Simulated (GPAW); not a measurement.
Set up this calculation in GPAW 26.7.0, as an ASE script.

```
Task                : single point
Functional          : PBE
Potentials or basis : GPAW PAW data sets (gpaw-data 1.2.1)
Cutoff              : 800 eV
Basis               : pw
k mesh              : 8 × 8 × 8
Occupations         : gaussian, width 0.028 eV
Spin                : no spin polarisation
Maxiter             : 150
```

Li2S:

```
CELL_PARAMETERS angstrom
0.00000 2.84450 2.84450
2.84450 0.00000 2.84450
2.84450 2.84450 0.00000
ATOMIC_POSITIONS crystal
S 0.00000 0.00000 0.00000
Li 0.75000 0.75000 0.75000
Li 0.25000 0.25000 0.25000
```

The input as run:

run.py

```python
from ase import Atoms
from ase.dft.bandgap import bandgap
from ase.io import write
from ase.units import GPa
from gpaw import GPAW, PW

atoms = Atoms(['S', 'Li', 'Li'],
              cell=[[0.0, 2.8445, 2.8445],
                    [2.8445, 0.0, 2.8445],
                    [2.8445, 2.8445, 0.0]],
              scaled_positions=[[0.0, 0.0, 0.0],
                                [0.75, 0.75, 0.75],
                                [0.25, 0.25, 0.25]],
              pbc=True)

calc = GPAW(mode=PW(800),
            xc='PBE',
            kpts={'size': (8, 8, 8), 'gamma': True},
            occupations={'name': 'methfessel-paxton', 'order': 0, 'width': 0.028000000000000004},
            nbands=12,
            convergence={'density': 1e-05, 'energy': 1e-05},
            maxiter=150,
            txt='gpaw.txt')
atoms.calc = calc
energy = atoms.get_potential_energy()
forces = atoms.get_forces()
stress = atoms.get_stress()
calc.write('gs.gpw')
write('result.traj', atoms)
print(f'Energy: {energy:.6f} eV')
print('Forces (eV/A):')
print(forces.round(4))
print('Stress (GPa):', (stress / GPa).round(3))
print('Fermi level:', round(calc.get_fermi_level(), 4), 'eV')
print(f'Gap: {bandgap(calc)[0]:.4f} eV, direct: {bandgap(calc, direct=True)[0]:.4f} eV')
```

Potentials or basis: GPAW PAW data sets (gpaw-data 1.2.1), pw.

Run with:

```sh
$ OMP_NUM_THREADS=1 python run.py
```

Results of the run:

The pressure is 0.9 GPa. The band gap on the k mesh is 3.38 eV, indirect (least direct gap 4.28 eV).

Wall time 17 s on 1 thread of Arm Neoverse V1 (shared host), peak memory 0.17 GiB.
